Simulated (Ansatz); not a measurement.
# CdTe: the cost of one run

Program: Ansatz 0.2.0. Level of theory: DFT PBEsol, scalar-relativistic. These are calculated values, not measurements.

**1. The starting structure**

Symmetry: Cmcm, No. 63, orthorhombic system. Conventional cell: a = 6.131 Å, b = 6.189 Å, c = 6.091 Å, α = 90.00°, β = 90.00°, γ = 90.00°. Cd (site symmetry m2m) is surrounded by 6 Te at 3.03 to 3.16 Å. Around Te (site symmetry m2m) lie 6 Cd at 3.03 to 3.16 Å.

As a file:

```
CELL_PARAMETERS angstrom
3.06529 -3.09461 0.00000
3.06529 3.09461 0.00000
0.00000 0.00000 6.09065
ATOMIC_POSITIONS crystal
Cd 0.27703 0.72297 0.75000
Cd 0.72297 0.27703 0.25000
Te 0.76614 0.23386 0.75000
Te 0.23386 0.76614 0.25000
```

Atoms are numbered in the order of the input: Cd1, Cd2, Te3, Te4.

**2. After the deformation**

Space group Cmcm before, Cmcm after.

**3. Full-potential LAPW**

The input, input.yaml:

```yaml
crystal:
  lattice:
    - [2.97333227, -3.00177073, 0.0]
    - [2.97333227, 3.00177073, 0.0]
    - [0.0, 0.0, 6.090652]
  atoms:
    - { symbol: Cd, position: [0.27703, 0.72297, 0.75] }
    - { symbol: Cd, position: [0.72297, 0.27703, 0.25] }
    - { symbol: Te, position: [0.766137, 0.233863, 0.75] }
    - { symbol: Te, position: [0.233863, 0.766137, 0.25] }
kpoints:
  mp_grid: { grid: [9, 9, 6] }
  band_path:
    path:
      - [0.0, 0.0, 0.0]
      - [-0.5, 0.5, 0.0]
      - [-0.4952854913, 0.5047145087, 0.0]
      - [0.4952854913, 0.4952854913, 0.0]
      - [0.0, 0.0, 0.0]
      - [0.0, 0.0, 0.5]
      - [0.4952854913, 0.4952854913, 0.5]
      - [-0.4952854913, 0.5047145087, 0.5]
      - [-0.5, 0.5, 0.5]
    npoints: 5
scf:
  occupations: { method: fermi_dirac, width: 0.05 }
hamiltonian:
  xc: pbesol
  pseudopotentials: { kind: all_electron, lapw: { basis_error: 0.001 } }
output:
  forces: true
  stress: true
  eigenvalues: true
```

On the command line:

```
> ansatz run input.yaml --threads 1 --pin off --max-ram 6144MiB --backend cpu --events-out ev --progress --plain --runs-dir out
```

What time and memory should one allow on 1 thread of Arm Neoverse V1, shared host?

About 2.3 min, with a peak of 0.94 GiB.
